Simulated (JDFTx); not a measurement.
Br:

```xyz
4
Lattice="3.3632 -2.3226 0.0000 3.3632 2.3226 0.0000 0.0000 0.0000 8.7023" Properties=species:S:1:pos:R:3 pbc="T T T"
Br    3.3632    0.6266    3.3948
Br    3.3632    1.6959    7.7459
Br    3.3632   -0.6266    5.3075
Br    3.3632   -1.6959    0.9564
```

| Item | Value |
| --- | --- |
| Program | JDFTx 1.7.0 (patched build) |
| Task | relaxation of cell and atoms |
| Functional | LDA |
| Potentials or basis | PseudoDojo-SR-LDA-0.4.1-standard with smoothed tails |
| Cutoff | 599 eV |
| Density cutoff | 4789 eV |
| k mesh | 7 × 7 × 3 |
| Occupations | fermi-dirac, width 0.05 eV |
| Spin | no spin polarisation |

At the start: pressure -1.3 GPa; volume 33.99 Å³/atom.

Question: How do energy, volume and symmetry change on relaxing?

Answer: Over 29 steps the energy falls by 112.4 meV/atom and the volume is 27.38 Å³/atom (-19.4 %); space group Cmce (No. 64, to 0.05 Å).

Step by step:
| step | energy change (eV) | largest force (eV/Å) | pressure (GPa) | volume (Å³) |
| --- | --- | --- | --- | --- |
| 1 | 0.0000 | 0.6965 | -1.30 | 135.95 |
| 2 | -0.0195 | 0.5379 | -1.63 | 135.78 |
| 3 | -0.0858 | 0.1778 | -2.41 | 133.78 |
| 4 | -0.1535 | 0.0903 | -2.46 | 130.63 |
| 5 | -0.2830 | 0.5387 | -0.38 | 121.07 |
| 6 | -0.2873 | 0.5489 | 2.33 | 110.87 |
| 7 | -0.2815 | 0.5744 | 2.47 | 110.72 |
| 8 | -0.3006 | 0.4971 | 2.09 | 110.94 |
| 9 | -0.3789 | 0.2522 | 0.28 | 112.22 |
| 10 | -0.4095 | 0.0749 | -0.56 | 112.77 |
| 11 | -0.4194 | 0.1103 | -0.14 | 111.54 |
| 12 | -0.4259 | 0.1085 | -0.01 | 110.64 |
| 13 | -0.4342 | 0.0950 | 0.62 | 108.29 |
| 14 | -0.4374 | 0.1587 | -0.47 | 109.00 |
| 15 | -0.4377 | 0.1560 | -0.53 | 109.32 |
| 16 | -0.4408 | 0.0274 | -0.07 | 110.10 |
| 17 | -0.4422 | 0.0018 | -0.09 | 109.85 |
| 18 | -0.4431 | 0.0056 | -0.04 | 109.69 |
| 19 | -0.4449 | 0.0016 | 0.00 | 109.49 |
| 20 | -0.4481 | 0.0250 | -0.10 | 109.46 |
| 21 | -0.4486 | 0.0120 | 0.06 | 109.42 |
| 22 | -0.4487 | 0.0018 | 0.03 | 109.40 |
| 23 | -0.4490 | 0.0080 | -0.01 | 109.42 |
| 24 | -0.4491 | 0.0064 | -0.01 | 109.45 |
| 25 | -0.4495 | 0.0082 | -0.03 | 109.53 |
| 26 | -0.4496 | 0.0116 | 0.11 | 109.37 |
| 27 | -0.4496 | 0.0002 | 0.06 | 109.40 |
| 28 | -0.4496 | 0.0040 | 0.02 | 109.46 |
| 29 | -0.4496 | 0.0059 | 0.00 | 109.52 |

Final structure:
```
Br
1.0
     3.32009   -1.96605    0.00000
     3.32009    1.96605    0.00000
     0.00000    0.00000    8.38910
Br
4
Direct
  0.33649 0.66351 0.37906
  0.16351 0.83649 0.87905
  0.66351 0.33649 0.62094
  0.83649 0.16351 0.12094
```

Caveat: the volume moved by over 15 % at a fixed basis, so the end points are rough; the plane waves are those of the starting cell, so after so large a change of volume the result is rough; the volume moved by -19 % from the deposited cell, more than functionals usually miss.
